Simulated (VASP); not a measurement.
# CdSe: single point with r2SCAN

Crystal: CdSe.

```
Cd Se
1.0
     0.00000    3.06679    3.06679
     3.06679    0.00000    3.06679
     3.06679    3.06679    0.00000
Cd Se
1 1
Direct
  0.00000 0.00000 0.00000
  0.75000 0.75000 0.75000
```

Measurements of this composition are mostly on another form, of space group No. 186.

* Program: VASP 6.6.1
* Task: single point
* Functional: r2SCAN
* Potentials or basis: VASP PAW PBE potentials, release 64 (Cd, Se)
* Cutoff: 520 eV
* k mesh: 8 × 8 × 8
* Occupations: gaussian, width 0.02 eV
* Spin: no spin polarisation
* Dipole correction: no
* Further INCAR settings: ALGO = Normal; EDIFF = 1e-07; NBANDS = 16

The pressure is 0.2 GPa and the band gap on the k mesh is 1.03 eV, direct.

Levels at points of the mesh, in eV from the valence-band top:
```csv
k point,band 5,band 6,band 7,band 8,band 9,band 10,band 11,band 12,band 13,band 14
"(0.00, 0.00, 0.00)",-7.71,-7.71,0.00,0.00,0.00,1.03,6.47,6.47,6.47,10.21
"(0.50, 0.00, 0.00)",-7.69,-7.43,-4.28,-0.72,-0.72,2.83,6.92,6.92,7.74,10.50
"(0.50, 0.50, 0.00)",-7.66,-7.36,-3.97,-1.80,-1.80,3.50,4.13,9.57,10.81,10.81
```

Run time: 83 s on 1 thread of Intel(R) Xeon(R) Platinum 8488C (Sapphire Rapids), on a shared host, peak memory 0.19 GiB.

Caveat: the PAW data sets were made with another functional, which shifts forces and pressure a little. r2SCAN opens gaps a little over a GGA but as a rule still falls short of measured ones.
